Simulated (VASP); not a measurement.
A run of VASP 6.6.1:

File INCAR:

```
ALGO = Normal ; EDIFF = 1E-6
EDIFFG = -0.003 ; ENCUT = 520
GGA = PE ; IBRION = 2
ISIF = 2 ; ISMEAR = 0
LASPH = True ; LCHARG = False
LREAL = False ; LWAVE = False
NELM = 100 ; NSW = 100
PREC = Accurate ; SIGMA = 0.01
```

File KPOINTS:

```
k-points
0
Gamma
  1 1 1
```

File POSCAR:

```
H4C
1.0
   12.0000000000      0.0000000000      0.0000000000
    0.0000000000     12.5000000000      0.0000000000
    0.0000000000      0.0000000000     13.0000000000
C H
1 4
Direct
    0.4784925574      0.5000003034      0.4719230769
    0.4784925574      0.5000003034      0.5561538462
    0.5645230574      0.5000003034      0.4438461538
    0.4354769426      0.5715245157      0.4438461538
    0.4354780372      0.4284754843      0.4438461538
```

Potentials or basis: VASP PAW PBE potentials, release 64 (C, H).

Launch:

```bash
$ cat potpaw_PBE.64/C/POTCAR potpaw_PBE.64/H/POTCAR > POTCAR
$ mpirun -np 1 vasp_gam > vasp.out
```

Hardware: 1 thread of Intel(R) Xeon(R) Platinum 8488C (Sapphire Rapids), with other jobs on the host.

Task: Estimate the wall time of this run.

Result: It took 4.7 min on 1 thread of Intel(R) Xeon(R) Platinum 8488C (Sapphire Rapids) (shared host), peak memory 1.4 GiB. Counts: scf iterations 31, k points 1, ion steps 3.
